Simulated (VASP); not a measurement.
# Si2Ge (P-3m1) in VASP: notebook, part 2 of 2

VASP 6.6.1. The steps go on from the part before.

### 3 Relaxation of cell and atoms, PBE

File INCAR:

```
PREC     = Accurate       # precision mode
ENCUT    = 520            # plane-wave cutoff, eV
EDIFF    = 1E-7           # SCF threshold, eV
ISMEAR   = 0              # smearing method
SIGMA    = 0.1            # smearing width, eV
LREAL    = F              # projectors in reciprocal space
LASPH    = T              # aspherical terms in the spheres
NELM     = 120            # most SCF steps
ALGO     = Normal         # electronic algorithm
ISIF     = 3              # what is computed and relaxed
LWAVE    = F              # write WAVECAR
LCHARG   = F              # write CHGCAR
GGA      = PE             # functional
IBRION   = 2              # ionic algorithm
NSW      = 60             # ionic steps
EDIFFG   = -0.005         # ionic threshold
POTIM    = 0.3            # step
KPAR     = 4
```

File KPOINTS:

```
regular mesh
0
Gamma
  10 10 4
```

File POSCAR:

```
Si2Ge                                   
1.0
    3.9281560547     -0.0000000000      0.0000000000
   -1.9640780274      3.4018829380     -0.0000000000
    0.0000000000      0.0000000000      9.6321606082
  Si              Ge            
     4     2
Direct
     1.0000000000000000    0.0000000000000000    0.8767885481498806
     0.3333333300000021    0.6666666699999979    0.7974849926132123
     0.0000000000000000    1.0000000000000000    0.1232114518501194
     0.6666666699999979    0.3333333300000021    0.2025150073867879
     0.3333333300000021    0.6666666699999979    0.5461609392013225
     0.6666666699999979    0.3333333300000021    0.4538390607986774
```

Potentials or basis: VASP PAW PBE potentials, release 64 (Si, Ge_d).

Run with:

```bash
$ cat potpaw_PBE.64/Si/POTCAR potpaw_PBE.64/Ge_d/POTCAR > POTCAR
$ mpirun -np 4 vasp_std > vasp.out
```

OUTCAR:

```text
PREC = Accurate
   ENCUT = 520
   EDIFF = 1E-7
   ISMEAR = 0
   LREAL = F
   LASPH = T
   NELM = 120
   ISIF = 3
   GGA = PE
   IBRION = 2
   NSW = 60
   EDIFFG = -0.005
   POTIM = 0.3

 ion  position               nearest neighbor table
   1  0.000  0.000  0.877-   3 2.37   2 2.39   2 2.39   2 2.39
   2  0.333  0.667  0.797-   1 2.39   1 2.39   1 2.39   5 2.42
   3  0.000  0.000  0.123-   1 2.37   4 2.39   4 2.39   4 2.39
   4  0.667  0.333  0.203-   3 2.39   3 2.39   3 2.39   6 2.42
   5  0.333  0.667  0.546-   2 2.42   6 2.44   6 2.44   6 2.44
   6  0.667  0.333  0.454-   4 2.42   5 2.44   5 2.44   5 2.44

  LATTYP: Found a hexagonal cell.
 ALAT       =     3.9281560547
 C/A-ratio  =     2.4520819626

  Lattice vectors:

 A1 = (   3.9281560547,   0.0000000000,   0.0000000000)
 A2 = (  -1.9640780274,   3.4018829380,   0.0000000000)
 A3 = (   0.0000000000,   0.0000000000,   9.6321606082)

Analysis of symmetry for initial positions (statically):
=====================================================================
[... 237 lines left out ...]
 cond. band min:       5.8504789035   @ k =   0.4000  -0.0000   0.2500
 fundamental gap:      0.4181779791
 Fermi energy:         5.6294208551

 k-point     1 :       0.0000    0.0000    0.0000
  band No.  band energies     occupation
      1     -19.1066      2.00000
      2     -19.1066      2.00000
      3     -19.0251      2.00000
      4     -19.0251      2.00000
      5     -18.9572      2.00000
      6     -18.9467      2.00000
[... 685 lines left out ...]
     25       6.7973      0.00000
     26       6.9173      0.00000

 [... further k-points ...]

------------------------ aborting loop because EDIFF is reached ----------------------------------------

  FORCE on cell =-STRESS in cart. coord.  units (eV):
  Direction    XX          YY          ZZ          XY          YZ          ZX
  --------------------------------------------------------------------------------------
  -------------------------------------------------------------------------------------
  Total        0.0105331      0.0105331     -0.0161279     -0.0000000      0.0000000     -0.0000000
  in kB        0.1311735      0.1311735     -0.2008494     -0.0000000      0.0000000     -0.0000000
  external PRESSURE =       0.0204992 kB  Pullay stress =       0.0000000 kB

 VOLUME and BASIS-vectors are now :
 -----------------------------------------------------------------------------
  energy-cutoff  :      520.00
  volume of cell :      128.65
      direct lattice vectors                 reciprocal lattice vectors
     3.927699711  0.000000000  0.000000000     0.254601949  0.146994503 -0.000000000
    -1.963849856  3.401487733 -0.000000000    -0.000000000  0.293989007 -0.000000000
     0.000000000  0.000000000  9.629676073    -0.000000000  0.000000000  0.103845653

 POSITION                                       TOTAL-FORCE (eV/Angst)
 -----------------------------------------------------------------------------------
      0.00000      0.00000      8.44300         0.000000     -0.000000     -0.003669
     -0.00000      2.26766      7.67971         0.000000      0.000000      0.002902
     -1.96385      3.40149      1.18668         0.000000      0.000000      0.003669
      1.96385      1.13383      1.94997         0.000000     -0.000000     -0.002902
     -0.00000      2.26766      5.25911        -0.000000      0.000000     -0.003602
      1.96385      1.13383      4.37057        -0.000000     -0.000000      0.003602
 -----------------------------------------------------------------------------------
    total drift:                               -0.000000      0.000000     -0.000000

  FREE ENERGIE OF THE ION-ELECTRON SYSTEM (eV)
  ---------------------------------------------------
  free  energy   TOTEN  =       -30.6256666677 eV

  energy  without entropy=      -30.6256544493  energy(sigma->0) =      -30.62566056

 reached required accuracy - stopping structural energy minimisation
```

OSZICAR:

```text
N       E                     dE             d eps       ncg     rms          rms(c)
DAV:   1     0.317086368673E+03    0.31709E+03   -0.21089E+04  2990   0.300E+03
DAV:   2     0.212239909117E+02   -0.29586E+03   -0.29019E+03  2688   0.665E+02
[... 16 lines left out ...]
DAV:   1    -0.306257398318E+02   -0.90851E-04   -0.17482E-03  3384   0.573E-01    0.529E-02
DAV:   2    -0.306256846240E+02    0.55208E-04   -0.16333E-04  3418   0.188E-01    0.271E-02
DAV:   3    -0.306256664549E+02    0.18169E-04   -0.52447E-05  3774   0.918E-02    0.735E-03
DAV:   4    -0.306256662227E+02    0.23217E-06   -0.32942E-06  3182   0.229E-02    0.551E-03
DAV:   5    -0.306256664197E+02   -0.19699E-06   -0.63831E-07  2542   0.116E-02    0.181E-03
DAV:   6    -0.306256665931E+02   -0.17335E-06   -0.11550E-07  1620   0.423E-03    0.787E-04
DAV:   7    -0.306256666677E+02   -0.74651E-07   -0.16184E-08  1480   0.144E-03
   2 F= -.30625667E+02 E0= -.30625661E+02  d E =-.177327E-04
```

CONTCAR:

```text
Si2Ge
   1.00000000000000
     3.9276997112819445    0.0000000000000067    0.0000000000000000
    -1.9638498556909607    3.4014877330055073   -0.0000000000000000
     0.0000000000000000    0.0000000000000000    9.6296760726921722
  Si              Ge
     4     2
Direct
     0.0000000000000000    0.0000000000000000    0.8767685384290347
     0.3333333300000021    0.6666666699999979    0.7975042588413297
     0.0000000000000000    1.0000000000000000    0.1232314615709653
     0.6666666699999979    0.3333333300000021    0.2024957411586703
     0.3333333300000021    0.6666666699999979    0.5461352691776693
     0.6666666699999979    0.3333333300000021    0.4538647308223307

  0.00000000E+00  0.00000000E+00  0.00000000E+00
  0.00000000E+00  0.00000000E+00  0.00000000E+00
  0.00000000E+00  0.00000000E+00  0.00000000E+00
  0.00000000E+00  0.00000000E+00  0.00000000E+00
  0.00000000E+00  0.00000000E+00  0.00000000E+00
  0.00000000E+00  0.00000000E+00  0.00000000E+00
```

Run time: 38 s. Hardware: 4 MPI ranks of Intel Xeon 6975P-C (Granite Rapids), shared host; peak memory 0.33 GiB.

What came out:

* Free energy: -30.6257 eV
* Relaxed volume: 21.44 Å³/atom
* Relaxed cell: a = 3.928 Å, b = 3.928 Å, c = 9.630 Å, α = 90.00°, β = 90.00°, γ = 120.00°
* Space group after relaxing (to 0.05 Å): P-3m1 (No. 164)
* Energy gained by relaxing: 0.0 meV/atom
* Ionic steps: 2
* Pressure after relaxing: 0.0 GPa
* Largest force after relaxing: 0.004 eV/Å
* Band gap on the k mesh: 0.42 eV, indirect (least direct gap 0.91 eV)

Forces on the atoms (eV/Å):
```
Si   0.000  0.000 -0.004
Si   0.000  0.000  0.003
Si   0.000  0.000  0.004
Si   0.000  0.000 -0.003
Ge   0.000  0.000 -0.004
Ge   0.000  0.000  0.004
```

Final structure:
```
Si Ge
1.0
     3.92770    0.00000    0.00000
    -1.96385    3.40149    0.00000
     0.00000    0.00000    9.62968
Si Ge
4 2
Direct
  0.00000 0.00000 0.87677
  0.33333 0.66667 0.79750
  0.00000 0.00000 0.12323
  0.66667 0.33333 0.20250
  0.33333 0.66667 0.54614
  0.66667 0.33333 0.45386
```

Levels at points of the mesh, in eV from the valence-band top:
| k point | band 18 | band 19 | band 20 | band 21 | band 22 | band 23 | band 24 | band 25 | band 26 |
| --- | --- | --- | --- | --- | --- | --- | --- | --- | --- |
| (0.00, 0.00, 0.00) | -1.10 | -1.10 | -0.19 | 0.00 | 0.00 | 0.91 | 1.01 | 1.89 | 2.29 |
| (0.50, 0.00, 0.00) | -3.07 | -3.01 | -2.93 | -2.10 | -1.76 | 0.52 | 0.59 | 1.59 | 1.99 |
| (0.00, 0.00, 0.50) | -1.52 | -0.87 | -0.87 | -0.26 | -0.26 | 0.82 | 1.65 | 1.75 | 2.79 |
| (0.50, 0.00, 0.50) | -3.73 | -2.90 | -2.59 | -1.42 | -1.35 | 0.65 | 0.81 | 1.17 | 2.42 |

A k mesh can miss the band edges. PBE gaps usually lie below the measured ones, often by a third to a half.
